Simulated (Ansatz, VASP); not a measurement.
This is a calculation of Al for Ansatz 0.2.0.

File input.yaml:

```yaml
crystal:
  lattice:
    - [-1.59121869, 1.59121869, 1.59121869]
    - [1.59121869, -1.59121869, 1.59121869]
    - [1.59121869, 1.59121869, -1.59121869]
  atoms:
    - { symbol: Al, position: [0.0, 0.0, 0.0] }
kpoints:
  mp_grid: { grid: [5, 5, 5] }
scf:
  occupations: { method: fermi_dirac, width: 0.04 }
hamiltonian:
  xc: pbe
  pseudopotentials: { kind: all_electron, lapw: { basis_error: 0.003 } }
output:
  forces: true
  stress: true
  eigenvalues: true
```

Potentials or basis: all-electron LAPW, scalar-relativistic.

Run with:

```console
$ ansatz run input.yaml --threads 1 --pin off --max-ram 2560MiB --backend cpu --events-out ev --progress --plain --runs-dir out
```

Set up the same calculation for VASP 6.6.1. Potentials there: VASP PAW PBE potentials, release 64 (Al).

As run (the cutoff follows the program's own potentials):

INCAR

```
PREC = Accurate
ENCUT = 520
EDIFF = 1E-7
ISMEAR = -1
SIGMA = 0.04
LREAL = F
LASPH = T
NELM = 80
ALGO = Normal
ISIF = 2
LWAVE = F
LCHARG = F
GGA = PE
NBANDS = 8
```

KPOINTS

```
regular mesh
0
Gamma
  5 5 5
```

File POSCAR:

```
Al
1.0
   -1.5912186900      1.5912186900      1.5912186900
    1.5912186900     -1.5912186900      1.5912186900
    1.5912186900      1.5912186900     -1.5912186900
Al
1
Direct
    0.0000000000      0.0000000000      0.0000000000
```

Potentials or basis: VASP PAW PBE potentials, release 64 (Al).

Launch:

```sh
$ cat potpaw_PBE.64/Al/POTCAR > POTCAR
$ mpirun -np 1 vasp_std > vasp.out
```

Both were run:

|  | VASP | Ansatz | Ansatz less VASP |
| --- | --- | --- | --- |
| gap on the k mesh at the Fermi level (eV) | none | none | - |
| pressure (GPa) | 5.7 | 5.7 | +0.03 |

A gap of «none» marks a metal or a gap that the smearing closes. Ansatz ran all-electron here, so the differences hold the error of VASP's frozen core and of both bases.

Caveats: the k mesh is coarse (spacing up to 0.56 Å⁻¹), so the values aren't converged.
